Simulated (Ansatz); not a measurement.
The system is MgS (Niningerite).

```
CELL_PARAMETERS angstrom
0.00000 2.60165 2.60165
2.60165 0.00000 2.60165
2.60165 2.60165 0.00000
ATOMIC_POSITIONS crystal
S 0.50000 0.50000 0.50000
Mg 0.00000 0.00000 0.00000
```

Base run:

- Program: Ansatz 0.2.0
- Functional: HSEsol
- Potentials or basis: Ansatz PAW
- Cutoff: 420 eV (not typed: the program's choice for these potentials)
- k mesh: 5 × 5 × 5
- Occupations: fermi-dirac, width 0.05 eV
- Spin: no spin polarisation

Its results: pressure -1.7 GPa.

Task: After a change of settings the same cell gave: pressure 1.9 GPa. Which change was it?
A. functional from HSEsol to HSE03
B. functional from HSEsol to B3LYP
C. functional from HSEsol to r2SCANh; cutoff from 420 eV (not typed: the program's choice for these potentials) to 500 eV (not typed: the program's choice for these potentials)
D. functional from HSEsol to PBEsol0

Result: B.

Caveats: the PAW data sets come from PBE, with cores solved anew for the run's functional, which leaves a small shift of forces and pressure; the thresholds are loose for stress.
